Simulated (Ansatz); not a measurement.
# Cu in Ansatz: reference runs

How does Cu come out in PBE? The cell is run as given.

All numbers are computed with Ansatz 0.2.0; they aren't measurements. Logs are shortened: lines on timing, memory, paths and dates and some standing lists are left out, and cuts for length are marked.

## Step 1: The cell of the first run

The cell holds a slab with vacuum, 8 atoms: a = 2.531 Å, b = 2.531 Å, c = 29.458 Å, α = 90.00°, β = 90.00°, γ = 120.00°.

## Step 2: Single point, PBE (the (0 0 1) slab of Cu, cut from the database cell, not relaxed)

The input, input.yaml:

```yaml
crystal:
  lattice:
    - [2.5307640267, 0.0, 0.0]
    - [-1.2653820133, 2.1917059381, 0.0]
    - [0.0, 0.0, 29.45817639]
  atoms:
    - { symbol: Cu, position: [0.33333333, 0.66666666, 0.2545982447] }
    - { symbol: Cu, position: [0.0, 0.0, 0.3247130319] }
    - { symbol: Cu, position: [0.66666667, 0.33333334, 0.3948278191] }
    - { symbol: Cu, position: [0.0, 0.0, 0.4649426064] }
    - { symbol: Cu, position: [0.33333333, 0.66666666, 0.5350573936] }
    - { symbol: Cu, position: [0.0, 0.0, 0.6051721809] }
    - { symbol: Cu, position: [0.66666667, 0.33333334, 0.6752869681] }
    - { symbol: Cu, position: [0.0, 0.0, 0.7454017553] }
hamiltonian:
  xc: pbe
  pseudopotentials: { kind: paw }
kpoints:
  mp_grid: { grid: [12, 12, 1] }
scf:
  occupations: { method: fermi_dirac, width: 0.05 }
output:
  forces: true
  eigenvalues: true
efield:
  axis: 3
  dipole_correction: true
  ramp_width: 0.04
```

Potentials or basis: Ansatz PAW.

Command:

```console
> ansatz run input.yaml --threads 4 --pin off --max-ram 11264MiB --backend cpu --events-out ev --progress --plain --runs-dir out
```

The program printed:

```text
Warning: RAYON_NUM_THREADS=4 ignored (pool sized by the plan → 4); use --threads N
Engine: ansatz 0.2.0, aarch64-unknown-linux-gnu
Pseudopotentials: kind: paw
Pseudopotential: Cu, paw, valence charge 19, recommended cutoff 420 eV (normal), Cu.paw.azcp
Functional definition: PBE
  parameter kappa = 0.804
  parameter beta = 0.06672455060314922
  exchange = pbe_x(kappa = kappa, mu = beta*pi^2/3)
  correlation = pbe_c(beta = beta)
Crystal: 8 atoms, lattice volume = 163.395 Å³
Basis set: ecut = 420 eV, 3249 PW (Γ), exchange–correlation on 36×36×400 points (8 copies of the dense FFT grid, shifted against one another)
Bands: 92, of which v1, the nominal top of the filled ones, is band 76 counted from 1 (75 counted from 0)
Symmetry: 6 space group operations
Space group: P3m1 (ITA 156), of the structure as read, at distance tolerance 5.5e-5 Å
k-points: 19 of 144 (time reversal used)
Non-local potential: Cu, projectors of the file, l = 0: 3, l = 1: 2, l = 2: 3, l = 3: 1
PAW form: soft (Blöchl's): semilocal exchange-correlation on the pseudo side does not see the compensation charge
PAW one-centre angular grid: Cu, 590 points (default); XC on 64 Gauss nodes
Initial density: superposition of atomic densities (neutral atoms: chi_scale 0, normalization atom), corrected by the library's trained network
Initial wavefunctions: pseudopotential atomic-orbital guess
Functional: x = pbe(κ = 0.804, μ = 0.2195149727645171), c = pbe(β = 0.06672455060314922)
SCF iter   1: F=—  HF=-53000.341247 eV  |F-HF|=—  |Δ(HF+E_count)|=         —  Δρ=2.66e-3  dr2=3.07e-2  ethr=1.77e-3  p=-0.001 e·Å  D=-7.86e-4 V/Å  ΔV_dip=0.02 eV  dr2_dipole=6.87e-3  V_vac-E_F(+/−)=4.72/4.69 eV  ⟨swp⟩=6.6  Hψ=6945  notcnv=0  defer=52
efield: sawtooth ramp at fractional position 0.9800 (placed from the atoms, in the widest stretch of the axis that holds none; the zero of the levels goes with the place), width 0.0400; the density the first Hamiltonian is built on has a dipole p = -0.001 e·Å; the dipole correction subtracts the counter field D = -7.86e-4 V/Å, which shifts the + side's vacuum level by +0.02 eV against the − side's; the planar-averaged density in the ramp window peaks in size at 7.5e-5 e/Å³
preconditioner: auto → LDOS  [metal: Δε(μ)=0.096 eV  Ē_g=9.542 eV  σ=0.050 eV  W_gap=0.37  n_scr=24 (ndim 8)  ℏωp=27.3 eV  f_vac=0.417  D(μ)=4.37/eV (n_scr^D=20)  β→1.0]
SCF iter   2: F=—  HF=-53000.345250 eV  |F-HF|=—  |Δ(HF+E_count)|=   4.00e-3  Δρ=3.37e-3  dr2=1.55e-2  ethr=2.02e-5  p=0.000 e·Å  D=8.00e-5 V/Å  ΔV_dip=-0.00 eV  dr2_dipole=1.00e-3  V_vac-E_F(+/−)=4.78/4.79 eV  ⟨swp⟩=2.7  Hψ=3556  notcnv=0  defer=137
SCF iter   3: F=—  HF=-53000.343288 eV  |F-HF|=—  |Δ(HF+E_count)|=   1.96e-3  Δρ=1.37e-3  dr2=3.79e-3  ethr=1.02e-5  p=-0.000 e·Å  D=-9.16e-5 V/Å  ΔV_dip=0.00 eV  dr2_dipole=4.21e-4  V_vac-E_F(+/−)=4.77/4.76 eV  ⟨swp⟩=2.0  Hψ=2577  notcnv=0  defer=137
SCF iter   4: F=—  HF=-53000.343080 eV  |F-HF|=—  |Δ(HF+E_count)|=   2.08e-4  Δρ=3.46e-4  dr2=8.68e-4  ethr=2.50e-6  p=-0.000 e·Å  D=-2.47e-5 V/Å  ΔV_dip=0.00 eV  dr2_dipole=2.19e-4  V_vac-E_F(+/−)=4.77/4.77 eV  ⟨swp⟩=2.0  Hψ=2465  notcnv=0  defer=137
SCF iter   5: F=—  HF=-53000.343023 eV  |F-HF|=—  |Δ(HF+E_count)|=   5.70e-5  Δρ=3.02e-4  dr2=2.09e-4  ethr=5.71e-7  p=0.000 e·Å  D=1.02e-7 V/Å  ΔV_dip=-0.00 eV  dr2_dipole=3.41e-5  V_vac-E_F(+/−)=4.79/4.79 eV  ⟨swp⟩=2.0  Hψ=2441  notcnv=0  defer=137
SCF iter   6: F=—  HF=-53000.343012 eV  |F-HF|=—  |Δ(HF+E_count)|=   1.12e-5  Δρ=9.20e-5  dr2=2.32e-5  ethr=1.38e-7  p=0.000 e·Å  D=3.77e-5 V/Å  ΔV_dip=-0.00 eV  dr2_dipole=4.73e-6  V_vac-E_F(+/−)=4.79/4.79 eV  ⟨swp⟩=2.0  Hψ=2403  notcnv=0  defer=137
SCF iter   7: F=—  HF=-53000.343008 eV  |F-HF|=—  |Δ(HF+E_count)|=   3.57e-6  Δρ=4.29e-5  dr2=6.91e-6  ethr=1.53e-8  p=0.000 e·Å  D=1.84e-5 V/Å  ΔV_dip=-0.00 eV  dr2_dipole=4.03e-7  V_vac-E_F(+/−)=4.80/4.80 eV  ⟨swp⟩=2.0  Hψ=2470  notcnv=0  defer=137
SCF iter   8: F=—  HF=-53000.343010 eV  |F-HF|=—  |Δ(HF+E_count)|=   1.57e-6  Δρ=3.38e-5  dr2=3.93e-6  ethr=4.54e-9  p=0.000 e·Å  D=7.40e-6 V/Å  ΔV_dip=-0.00 eV  dr2_dipole=3.37e-7  V_vac-E_F(+/−)=4.80/4.80 eV  ⟨swp⟩=2.1  Hψ=2133  notcnv=0  defer=137
SCF iter   9: F=—  HF=-53000.343010 eV  |F-HF|=—  |Δ(HF+E_count)|=   1.99e-7  Δρ=1.32e-5  dr2=6.96e-7  ethr=2.58e-9  p=-0.000 e·Å  D=-2.36e-6 V/Å  ΔV_dip=0.00 eV  dr2_dipole=1.75e-8  V_vac-E_F(+/−)=4.80/4.80 eV  ⟨swp⟩=1.5  Hψ=1645  notcnv=0  defer=137
SCF iter  10: F=-53000.343010 eV  HF=-53000.343010 eV  |F-HF|=2.10e-8  |Δ(HF+E_count)|=   3.99e-8  Δρ=7.34e-6  dr2=9.09e-8  ethr=6.58e-11  p=-0.000 e·Å  D=-7.72e-6 V/Å  ΔV_dip=0.00 eV  dr2_dipole=1.58e-10  V_vac-E_F(+/−)=4.80/4.80 eV  ⟨swp⟩=12.2  Hψ=9986  notcnv=0
SCF 1 converged in 10 iterations: F = -53000.343010 eV  dr2 = 9.09e-8
SCF converged after 10 iterations
Free energy (F): -53000.343010 eV
Harris-Foulkes:  -53000.343010 eV  (|F-HF|=2.10e-8)
Internal energy: -53000.307781 eV  (E = F + TS)
E sigma→0 (E₀):  -53000.325396 eV
Entropy (-TS):   -0.035229 eV (-4.404 meV/atom)
Fermi energy:    7.703369 eV
Dipole field:    D = -0.000026 V/Å  (p = -0.000024 e·Å, saw-weighted, corrected)
Work function:   Φ+ = 4.7994 eV   Φ− = 4.7986 eV
Levels:          The Fermi level and band energies are counted from a zero that moves with the ramp; work functions are not
--- Per-component energies (eV) ---
  E_band       = -4250.076121
  E_kinetic    = 2401.314030
  E_local      = -394367.198446  (includes V_loc(G=0)·N_el)
  E_nonlocal   = 3120.112245
  E_hartree    = 194568.166411
  E_xc         = -716.333677
  E_vxc        = -924.350212  (∫ρ·V_xc dr)
  E_paw        = -13303.993116  (= ΣΔE_a)
  E_vpaw       = -3616.412788  (= ΣTr[D̂ρ^β])
  E_aug_tail   = 0.002216  (compensation charges beyond the density's cutoff)
  E_efield     = 0.000000  (sawtooth field / dipole correction)
  E_vefield    = 0.000000  (∫n·V_field dr)
  E_ewald      = 155297.622555
  E_smearing   = -0.035229  (= −TS)
  E_closure    = 0.000000  (closes the sum)
  Σ components = -53000.343010   (vs F -53000.343010, Δ=0.00e0)
--- Forces (eV/Å), atoms counted from 1 ---
  atom   1  Cu    -0.00000000    -0.00000000    -0.14690539
  atom   2  Cu     0.00000000     0.00000000    -0.02180846
  atom   3  Cu     0.00000000    -0.00000000    -0.02671395
  atom   4  Cu    -0.00000000     0.00000000    -0.03020087
  atom   5  Cu    -0.00000000     0.00000000     0.02594651
  atom   6  Cu     0.00000000    -0.00000000     0.02956957
  atom   7  Cu     0.00000000    -0.00000000    -0.01058290
  atom   8  Cu     0.00000000     0.00000000     0.18069806
  max |Σ_I F_I| component: 2.57e-6 eV/Å
--- Band table (eV; the first three rows and the last of 19) ---
  k-point 0: bands = ["-104.9305", "-104.9299", "-104.9186", "-104.9124", "-104.8964", "-104.8581", "-104.6842", "-104.6766", "-62.3459", "-62.3238", "-62.3102", "-62.2797", "-62.2531", "-62.2531", "-62.2520", "-62.2520", "-62.2448", "-62.2378", "-62.2378", "-62.2355", "-62.2355", "-62.2233", "-62.2098", "-62.2098", "-62.1705", "-62.1705", "-62.0388", "-62.0388", "-62.0332", "-62.0332", "-61.9991", "-61.9886", "-1.7867", "-1.3988", "-0.7939", "0.0380", "0.9623", "1.7812", "2.2830", "2.4450", "4.4220", "4.4428", "4.5737", "4.5848", "4.6270", "4.6270", "4.6369", "4.6369", "4.6690", "4.6775", "4.6775", "4.7293", "4.7293", "4.7799", "4.7799", "4.8110", "4.8110", "4.9115", "4.9429", "4.9429", "4.9622", "4.9622", "5.3816", "5.3816", "5.4751", "5.4751", "5.5558", "5.5558", "5.6386", "5.6982", "5.6982", "5.8563", "5.8563", "5.9603", "5.9603", "6.0509", "6.0509", "6.0825", "6.0825", "6.9209", "7.1701", "11.9200", "12.0281", "12.8577", "13.2036", "14.7431", "14.7999", "16.9837", "17.1005", "19.6379", "19.8428", "22.6794"]
  k-point 1: bands = ["-104.9297", "-104.9291", "-104.9179", "-104.9116", "-104.8958", "-104.8574", "-104.6834", "-104.6759", "-62.3436", "-62.3223", "-62.3095", "-62.2805", "-62.2596", "-62.2580", "-62.2547", "-62.2537", "-62.2480", "-62.2435", "-62.2394", "-62.2386", "-62.2371", "-62.2233", "-62.2154", "-62.2112", "-62.1763", "-62.1720", "-62.0449", "-62.0403", "-62.0393", "-62.0347", "-61.9985", "-61.9880", "-1.5581", "-1.1733", "-0.5739", "0.2496", "1.1627", "1.9668", "2.4473", "2.5898", "4.3243", "4.3639", "4.4590", "4.5040", "4.5418", "4.5885", "4.6178", "4.6463", "4.6986", "4.7085", "4.7260", "4.7480", "4.7564", "4.7830", "4.7983", "4.8498", "4.8582", "4.8777", "4.9060", "4.9491", "5.0137", "5.0343", "5.1351", "5.3323", "5.3357", "5.4465", "5.4494", "5.5532", "5.5725", "5.6832", "5.6959", "5.7669", "5.8555", "5.8642", "5.9642", "6.0574", "6.0892", "6.1019", "6.5606", "7.4573", "7.8079", "12.0612", "12.2348", "13.0339", "13.3959", "14.9254", "15.0009", "17.1892", "17.2881", "19.8445", "20.0319", "22.8847"]
  k-point 2: bands = ["-104.9275", "-104.9271", "-104.9161", "-104.9096", "-104.8941", "-104.8556", "-104.6815", "-104.6740", "-62.3375", "-62.3185", "-62.3080", "-62.2855", "-62.2770", "-62.2719", "-62.2609", "-62.2597", "-62.2591", "-62.2583", "-62.2437", "-62.2420", "-62.2413", "-62.2308", "-62.2233", "-62.2151", "-62.1922", "-62.1761", "-62.0615", "-62.0559", "-62.0446", "-62.0389", "-61.9968", "-61.9863", "-0.8890", "-0.5163", "0.0617", "0.8509", "1.7160", "2.4632", "2.8782", "2.9646", "4.0866", "4.1343", "4.2139", "4.2983", "4.3308", "4.4136", "4.4474", "4.5307", "4.5858", "4.7050", "4.7278", "4.7764", "4.8264", "4.8463", "4.8976", "4.9128", "4.9444", "4.9772", "4.9834", "5.0346", "5.0622", "5.1577", "5.1879", "5.2261", "5.3029", "5.3329", "5.4024", "5.4440", "5.5572", "5.5599", "5.6922", "5.7627", "5.8505", "5.9707", "6.0709", "6.0750", "6.1071", "6.5689", "7.3493", "8.4388", "9.0398", "12.4765", "12.8532", "13.6032", "13.9761", "15.4862", "15.6036", "17.8016", "17.8512", "20.4503", "20.5828", "22.2186"]
  k-point 18: bands = ["-104.9178", "-104.9169", "-104.9074", "-104.8995", "-104.8863", "-104.8467", "-104.6724", "-104.6648", "-62.3248", "-62.3243", "-62.3218", "-62.3191", "-62.3188", "-62.3068", "-62.3035", "-62.3026", "-62.2975", "-62.2888", "-62.2884", "-62.2833", "-62.2592", "-62.2590", "-62.2571", "-62.2335", "-62.2300", "-62.2264", "-62.1031", "-62.1021", "-62.0975", "-62.0964", "-61.9889", "-61.9785", "3.5443", "3.5524", "3.5735", "3.6091", "3.6219", "3.6368", "3.6658", "3.6885", "3.6970", "3.7639", "3.8021", "3.8212", "3.8471", "3.9740", "3.9889", "4.3630", "4.3848", "4.3925", "4.4456", "4.4895", "4.5215", "4.8459", "4.8512", "4.9046", "4.9078", "5.1883", "5.2159", "5.2369", "5.5117", "5.5564", "5.5843", "5.6958", "5.9079", "5.9502", "5.9579", "6.0008", "6.0069", "6.0261", "6.0312", "6.0556", "11.0302", "11.0393", "11.2340", "11.2648", "11.4508", "11.4759", "11.6815", "12.0134", "12.1485", "12.2710", "12.4267", "12.7861", "13.9671", "14.2809", "14.6399", "14.8690", "15.2536", "15.5547", "16.0247", "16.6793"]
```

Wall time 7.5 s (4 threads of Arm Neoverse V2, shared host); peak memory 0.66 GiB.

What came out:

```
Free energy                     : -53000.3430 eV
Largest force                   : 0.181 eV/Å
Band gap on the k mesh          : none (metal or under the smearing width)
Work function of the upper face : 4.80 eV
Work function of the lower face : 4.80 eV
Dipole across the slab          : 0.000 e·Å
```

Forces on the atoms (eV/Å):
```
Cu   0.000  0.000 -0.147
Cu   0.000  0.000 -0.022
Cu   0.000  0.000 -0.027
Cu   0.000  0.000 -0.030
Cu   0.000  0.000  0.026
Cu   0.000  0.000  0.030
Cu   0.000  0.000 -0.011
Cu   0.000  0.000  0.181
```
